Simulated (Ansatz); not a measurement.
Structure search for SiMo5

Theory: DFT PBE, scalar-relativistic, plane waves, PAW (Ansatz 0.2.0). Settings: cutoff 420 eV, Γ-centred meshes spaced at most about 0.3 Å⁻¹, and about 0.25 Å⁻¹ or finer for metals (2π included), Gaussian smearing. No spin polarisation.

Formation energies are uncorrected and refer to the elements' standard structures at the same level.

These are static total energies at zero pressure. Only the structures computed here compete, so a lower one can exist.

Invented guesses were relaxed alike, and ends that match in structure were merged. ΔE counts from the first row. Coordination counts Mo atoms around Si (those within 1.25 times the shortest such distance or 1.15 times the sum of covalent radii; a plus sign parts nearer from farther groups). The ends were matched against large subsets of the Crystallography Open Database and the Materials Project, so a missing match doesn't prove that a structure is unreported.

```tsv
#	reached from	type and space group	atoms	Å³/atom	coordination	ΔE (meV/atom)	gap on mesh (eV)	in databases
1	a cell proposed by chemical analogy	P-3m1 (No. 164)	6	15.2	Si 8+6	0	0.00	no match
2	a cell proposed by chemical analogy	P4/mmm (No. 123)	6	15.2	Si 8+2	29	0.00	no match
3	a cell proposed by chemical analogy	Cmmm (No. 65)	6	15.3	Si 4+4	67	0.00	no match
```

The lowest: Space group P-3m1 (No. 164), trigonal, a = 4.427 Å, c = 5.366 Å. Around Si lie 8 Mo at 2.68–2.71 Å and 6 Mo at 3.10 Å; around Mo on a site of symmetry 3m lie 5 Mo at 2.67–2.70 Å, 3 Si at 2.71 Å and 6 Mo at 3.11–3.13 Å; Mo on a second site of symmetry 3m has 8 Mo at 2.67–2.72 Å, 3 Si at 3.10 Å and 3 Mo at 3.15 Å; around Mo on a site of symmetry -3m lie 2 Si at 2.68 Å, 6 Mo at 2.72 Å and 6 Mo at 3.11 Å. Its energy over the elements is −0.07 eV/atom. It lies below the elements, which doesn't yet make it stable against other compounds or structures. An observed structure of this formula, if there is one, may be missing.

Space group P-3m1 (No. 164). a = 4.427 Å, b = 4.427 Å, c = 5.366 Å, α = 90.00°, β = 90.00°, γ = 120.00°
```tsv
atom	site	symmetry	x	y	z
Si	1a	-3m.	0.0000	0.0000	0.0000
Mo	2d	3m.	0.6667	0.3333	0.8310
Mo	2d	3m.	0.3333	0.6667	0.6715
Mo	1b	-3m.	0.0000	0.0000	0.5000
```

The second: Space group P4/mmm (No. 123), tetragonal, a = 3.177 Å, c = 9.047 Å. Si is surrounded by 8 Mo at 2.66 Å, 2 Mo at 2.97 Å and 4 Si at 3.18 Å; Mo on a site of symmetry 4mm has 8 Mo at 2.72–2.73 Å, 1 Si at 2.97 Å and 5 Mo at 3.11–3.18 Å; Mo on a second site of symmetry 4mm is surrounded by 4 Si at 2.66 Å, 5 Mo at 2.72–2.86 Å and 5 Mo at 3.09–3.18 Å; Mo on a site of symmetry 4/mmm has 8 Mo at 2.73 Å and 6 Mo at 3.09–3.18 Å. Counting Mo atoms around Si, the first has Si 8+6 and the second has Si 8+2. Cells relaxed within their symmetry can be saddle points.

```xyz
6
Lattice="3.1775 0.0000 0.0000 0.0000 3.1775 0.0000 0.0000 0.0000 9.0471" Properties=species:S:1:pos:R:3 pbc="T T T"
Si    0.0000    0.0000    0.0000
Mo    0.0000    0.0000    6.0811
Mo    1.5887    1.5887    7.6171
Mo    0.0000    0.0000    2.9661
Mo    1.5887    1.5887    1.4300
Mo    1.5887    1.5887    4.5236
```

Some types were kept out of the candidates beforehand, so the set may lack a known form.

The two lowest structures are ordered decorations of the body-centred cubic lattice of molybdenum, and they differ mainly in how silicon is distributed. In the trigonal cell, all fourteen near neighbours of Si are Mo, whereas the tetragonal cell gathers Si into square layers and puts four Si at 3.18 Å in place of Mo. The energy rises across all three structures as the number of Mo neighbours falls, while the volume per atom hardly changes. This suggests a preference for Si–Mo contacts, in which Si 3p states hybridise with Mo 4d states, over Si–Si contacts too long for strong covalent bonding. Local relaxation around the smaller Si atom may also contribute.

The modest energy gain over the elements supports a tendency towards ordering, but hardly a new compound. The established molybdenum-rich silicide is Mo3Si with the A15 structure, and bcc molybdenum dissolves only little silicon, so SiMo5 would probably separate into these two phases, a decomposition whose energy was not computed here.
